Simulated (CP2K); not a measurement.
**As in CP2K: convergence with ngrids**

As:

```
As
1.0
     2.70368    0.00000    0.00000
     0.00000    2.70368    0.00000
     0.00000    0.00000    2.70368
As
1
Direct
  0.50000 0.50000 0.50000
```

This isn't the form of As at room conditions, which is rhombohedral.

* Program: CP2K 2026.2
* Task: single point
* Functional: PBEsol
* Potentials or basis: GTH_POTENTIALS As GTH-PBE-q5; DZVP-MOLOPT-SR-GTH basis
* Density cutoff: 6123 eV
* k mesh: 8 × 8 × 8
* Occupations: fermi-dirac, width 0.05 eV
* Spin: no spin polarisation

These are the settings of the first run; the series varies ngrids, with any setting tied to it.

Hardware: 1 thread of Intel(R) Xeon(R) Platinum 8375C CPU @ 2.90GHz (Ice Lake), on a shared host.

```csv
ngrids,"energy less the tightest run, at zero smearing (meV/atom)",SCF cycles,CPU time (s),peak memory (GiB)
1,0.00,9,33,0.24
2,0.00,9,9,0.24
3,0.00,9,6.7,0.24
4,0.00,9,5.6,0.24
5,0.00,9,5.8,0.24
6,0.00,9,5,0.24
```

Against the tightest run, the energy stays within 1 meV/atom from 1 on. The tightest run that finished is the yardstick and may itself not be fully converged.
